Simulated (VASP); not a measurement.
# Nb (Pm-3m) in VASP: reference runs

Aim: a first look at Nb with PBE, on the cell as given.

All numbers are computed with VASP 6.6.1; they aren't measurements. Logs are shortened: lines on timing, memory, paths and dates and some standing lists are left out, and cuts for length are marked.

## (1) Starting point

It takes space group Pm-3m (No. 221, cubic). The conventional cell has a = 2.720 Å, b = 2.720 Å, c = 2.720 Å, α = 90.00°, β = 90.00°, γ = 90.00°. Nb (site symmetry m-3m) is surrounded by 6 Nb at 2.72 Å.

The cell was built by a generator and needn't be a form met in nature.

## (2) Single point, PBE

The input, INCAR:

```
PREC = Accurate ; ENCUT = 520
EDIFF = 1E-7 ; ISMEAR = -1
SIGMA = 0.05 ; LREAL = F
LASPH = T ; NELM = 60
ALGO = Normal ; ISIF = 2
LWAVE = F ; LCHARG = T
GGA = PE ; LELF = T
LVHAR = T ; NBANDS = 12
```

The input, KPOINTS:

```
regular mesh
0
Gamma
  10 10 10
```

The input, POSCAR:

```
Nb
1.0
    2.7196400000      0.0000000000      0.0000000000
    0.0000000000      2.7196400000      0.0000000000
    0.0000000000      0.0000000000      2.7196400000
Nb
1
Direct
    0.5000000000      0.5000000000      0.5000000000
```

Potentials or basis: VASP PAW PBE potentials, release 64 (Nb_sv).

Run with:

```console
> cat potpaw_PBE.64/Nb_sv/POTCAR > POTCAR
> mpirun -np 1 vasp_std > vasp.out
```

OUTCAR:

```text
PREC = Accurate
   ENCUT = 520
   EDIFF = 1E-7
   ISMEAR = -1
   LREAL = F
   LASPH = T
   NELM = 60
   ISIF = 2
   GGA = PE

 ion  position               nearest neighbor table
   1  0.500  0.500  0.500-

  LATTYP: Found a simple cubic cell.
 ALAT       =     2.7196400000

  Lattice vectors:

 A1 = (   2.7196400000,   0.0000000000,   0.0000000000)
 A2 = (   0.0000000000,   2.7196400000,   0.0000000000)
 A3 = (   0.0000000000,   0.0000000000,   2.7196400000)

Analysis of symmetry for initial positions (statically):
=====================================================================
 Subroutine PRICEL returns:
 Original cell was already a primitive cell.

 Routine SETGRP: Setting up the symmetry group for a
 simple cubic supercell.

 Subroutine GETGRP returns: Found 48 space group operations
 (whereof 48 operations were pure point group operations)
 out of a pool of 48 trial point group operations.

The static configuration has the point symmetry O_h .

Analysis of symmetry for dynamics (positions and initial velocities):
=====================================================================
 Subroutine PRICEL returns:
 Original cell was already a primitive cell.

 Routine SETGRP: Setting up the symmetry group for a
 simple cubic supercell.

 Subroutine GETGRP returns: Found 48 space group operations
 (whereof 48 operations were pure point group operations)
 out of a pool of 48 trial point group operations.

The dynamic configuration has the point symmetry O_h .

 Subroutine INISYM returns: Found 48 space group operations
 (whereof 48 operations are pure point group operations),
 and found     1 'primitive' translations

----------------------------------------------------------------------------------------

                                     Primitive cell

  volume of cell :      20.1157

  direct lattice vectors                    reciprocal lattice vectors
     2.719640000  0.000000000  0.000000000     0.367695724  0.000000000  0.000000000
     0.000000000  2.719640000  0.000000000     0.000000000  0.367695724  0.000000000
     0.000000000  0.000000000  2.719640000     0.000000000  0.000000000  0.367695724

  length of vectors
     2.719640000  2.719640000  2.719640000     0.367695724  0.367695724  0.367695724

  position of ions in fractional coordinates (direct lattice)
     0.500000000  0.500000000  0.500000000

  ion indices of the primitive-cell ions
   primitive index   ion index
                 1           1

----------------------------------------------------------------------------------------

 KPOINTS: regular mesh

Automatic generation of k-mesh.
 Grid dimensions read from file:
 generate k-points for:   10   10   10

 Generating k-lattice:

  Cartesian coordinates                     Fractional coordinates (reciprocal lattice)
     0.036769572  0.000000000  0.000000000     0.100000000  0.000000000  0.000000000
     0.000000000  0.036769572  0.000000000     0.000000000  0.100000000  0.000000000
     0.000000000  0.000000000  0.036769572     0.000000000  0.000000000  0.100000000

  Length of vectors
     0.036769572  0.036769572  0.036769572

  Shift w.r.t. Gamma in fractional coordinates (k-lattice)
     0.000000000  0.000000000  0.000000000

 Subroutine IBZKPT returns following result:
 ===========================================

 Found     56 irreducible k-points:

 Following reciprocal coordinates:
            Coordinates               Weight
  0.000000  0.000000  0.000000      1.000000
  0.100000  0.000000  0.000000      6.000000
  0.200000  0.000000  0.000000      6.000000
  0.300000  0.000000  0.000000      6.000000
  0.400000  0.000000  0.000000      6.000000
  0.500000  0.000000  0.000000      3.000000
[... 16 lines left out ...]
  0.200000  0.100000  0.100000     24.000000
  0.300000  0.100000  0.100000     24.000000
 [... further k-points ...]
   k-points           NKPTS =     56   k-points in BZ     NKDIM =     56   number of bands    NBANDS=     12
   number of dos      NEDOS =    301   number of ions     NIONS =      1
   total plane-waves  NPLWV =   8000
   dimension x,y,z NGX =    20 NGY =   20 NGZ =   20
   dimension x,y,z NGXF=    40 NGYF=   40 NGZF=   40
   ions per type =               1
   NGX,Y,Z   is equivalent  to a cutoff of  12.23, 12.23, 12.23 a.u.
   NGXF,Y,Z  is equivalent  to a cutoff of  24.45, 24.45, 24.45 a.u.
 SYSTEM =  unknown system
   PREC   = accura    normal or accurate (medium, high low for compatibility)
   ISTART =      0    job   : 0-new  1-cont  2-samecut
   ICHARG =      2    charge: 1-file 2-atom 10-const
   ISPIN  =      1    spin polarized calculation?
   LNONCOLLINEAR =      F non collinear calculations
   LSORBIT =      F    spin-orbit coupling
   LASPH  =      T    aspherical Exc in radial PAW
   ENCUT  =  520.0 eV  38.22 Ry    6.18 a.u.   5.06  5.06  5.06*2*pi/ulx,y,z
   NELM   =     60;   NELMIN=  2; NELMDL= -5     # of ELM steps
   EDIFF  = 0.1E-06   stopping-criterion for ELM
   LREAL  =      F    real-space projection
   EDIFFG = 0.1E-05   stopping-criterion for IOM
   NSW    =      0    number of steps for IOM
   IBRION =     -1    ionic relax: 0-MD 1-quasi-New 2-CG
   NFREE  =      0    steps in history (QN), initial steepest desc. (CG)
   ISIF   =      2    stress and relaxation
   ISYM   =      2    0-nonsym 1-usesym 2-fastsym
   POTIM  = 0.5000    time-step for ionic-motion
   TEBEG  =    0.0;   TEEND  =   0.0 temperature during run
   PSTRESS=    0.0 pullay stress
   NELECT =      13.0000    total number of electrons
   NUPDOWN=      -1.0000    fix difference up-down
   EMIN   =  10.00;   EMAX   =-10.00  energy-range for DOS
   EFERMI =   0.00;   METHOD = LEGACY
   ISMEAR =    -1;   SIGMA  =   0.05  broadening in eV -4-tet -1-fermi 0-gaus
   EFERMI_NEDOS =   21; number of points for ismear=-14 and -15
   IALGO  =     38    algorithm
   IMIX   =      4    mixing-type and parameters
     AMIX     =   0.40;   BMIX     =  1.00
     AMIX_MAG =   1.60;   BMIX_MAG =  1.00
  volume/ion in A,a.u.               =      20.12       135.75
  Fermi-wavevector in a.u.,A,eV,Ry     =   1.415396  2.674710 27.257162  2.003345
  Thomas-Fermi vector in A             =   2.536839
   LORBIT       =      0    0 simple, 1 ext, 2 COOP (PROOUT), +10 PAW based schemes
   GGA     = PE    functional components
   LHFCALC =     F    Hartree Fock is set to
   AEXX    =    0.0000 exact exchange contribution
   IVDW    =     0    specifies the selected vdW correction
   LEPSILON=     F    determine dielectric tensor
   LRPA    =     F    only Hartree local field effects (RPA)
 non-spin polarized calculation
  energy-cutoff  :      520.00
  volume of cell :       20.12
 maximum number of plane-waves:       554
   NGX = 11   NGY = 11   NGZ = 11

 number of electron      12.9999998 magnetization

 Free energy of the ion-electron system (eV)
  ---------------------------------------------------
  ext. energy  EPLUGINS =         0.00000000
  ---------------------------------------------------
  free energy    TOTEN  =        -9.19260816 eV

  energy without entropy =       -9.17317078  energy(sigma->0) =       -9.18288947

 E-fermi :   9.7275     XC(G=0): -11.8219

 val. band max:        9.7238086319   @ k =   0.5000   0.2000   0.2000
 cond. band min:       9.7414978858   @ k =   0.5000   0.5000   0.2000
 fundamental gap:      0.0176892539
 Fermi energy:         9.7274950574

 k-point     1 :       0.0000    0.0000    0.0000
  band No.  band energies     occupation
      1     -44.8867      2.00000
      2     -20.1757      2.00000
      3     -20.1757      2.00000
      4     -20.1757      2.00000
      5       4.1994      2.00000
      6       7.0160      2.00000
      7       7.0160      2.00000
      8      14.8757      0.00000
      9      14.8757      0.00000
     10      14.8757      0.00000
     11      24.4002      0.00000
     12      24.4002      0.00000

 k-point     2 :       0.1000    0.0000    0.0000
  band No.  band energies     occupation
      1     -44.8693      2.00000
      2     -20.3238      2.00000
      3     -20.1631      2.00000
      4     -20.1631      2.00000
      5       4.4799      2.00000
      6       7.0917      2.00000
      7       7.3332      2.00000
      8      14.4464      0.00000
      9      14.4464      0.00000
     10      14.9063      0.00000
     11      23.1186      0.00000
     12      24.9890      0.00000

 k-point     3 :       0.2000    0.0000    0.0000
  band No.  band energies     occupation
      1     -44.8234      2.00000
      2     -20.6994      2.00000
      3     -20.1301      2.00000
      4     -20.1301      2.00000
      5       5.1845      2.00000
      6       7.2976      2.00000
      7       8.2455      2.00000
      8      13.4992      0.00000
      9      13.4992      0.00000
     10      14.9876      0.00000
     11      21.0007      0.00000
     12      26.3665      0.00000
[... 286 lines left out ...]
 k-point    23 :       0.2000    0.1000    0.1000
  band No.  band energies     occupation
      1     -44.7890      2.00000
      2     -20.6694      2.00000
      3     -20.2685      2.00000
      4     -20.2548      2.00000
      5       5.7281      2.00000
      6       7.8006      2.00000
      7       8.4762      2.00000
      8      13.0727      0.00000
      9      13.0770      0.00000
     10      14.1670      0.00000
     11      22.0228      0.00000
     12      25.0542      0.00000

 k-point    24 :       0.3000    0.1000    0.1000
  band No.  band energies     occupation
      1     -44.7319      2.00000
      2     -21.1071      2.00000
      3     -20.2248      2.00000
      4     -20.2117      2.00000
      5       6.5694      2.00000
      6       8.0773      2.00000
      7       9.4025      1.99700
      8      12.0354      0.00000
      9      12.6049      0.00000
     10      14.3018      0.00000
     11      20.2849      0.00000
     12      25.4261      0.00000

 [... further k-points ...]

------------------------ aborting loop because EDIFF is reached ----------------------------------------

  FORCE on cell =-STRESS in cart. coord.  units (eV):
  Direction    XX          YY          ZZ          XY          YZ          ZX
  --------------------------------------------------------------------------------------
  -------------------------------------------------------------------------------------
  Total        0.0436272      0.0436272      0.0436272     -0.0000000     -0.0000000     -0.0000000
  in kB        3.4748307      3.4748307      3.4748307     -0.0000000     -0.0000000     -0.0000000
  external PRESSURE =       3.4748307 kB  Pullay stress =       0.0000000 kB

 VOLUME and BASIS-vectors are now :
 -----------------------------------------------------------------------------
  energy-cutoff  :      520.00
  volume of cell :       20.12
      direct lattice vectors                 reciprocal lattice vectors
     2.719640000  0.000000000  0.000000000     0.367695724  0.000000000  0.000000000
     0.000000000  2.719640000  0.000000000     0.000000000  0.367695724  0.000000000
     0.000000000  0.000000000  2.719640000     0.000000000  0.000000000  0.367695724

 POSITION                                       TOTAL-FORCE (eV/Angst)
 -----------------------------------------------------------------------------------
      1.35982      1.35982      1.35982         0.000000      0.000000      0.000000
 -----------------------------------------------------------------------------------
    total drift:                                0.000000      0.000000      0.000000

  FREE ENERGIE OF THE ION-ELECTRON SYSTEM (eV)
  ---------------------------------------------------
  free  energy   TOTEN  =        -9.1926081583 eV

  energy  without entropy=       -9.1731707819  energy(sigma->0) =       -9.18288947
```

Run time: 5.4 s. Hardware: 1 thread of Intel Xeon 6975P-C (Granite Rapids), shared host; peak memory 0.13 GiB.

What came out:

```yaml
Free_energy: -9.1926 eV
Pressure: 0.3 GPa
Band_gap_on_the_k_mesh: none (metal or under the smearing width)
```
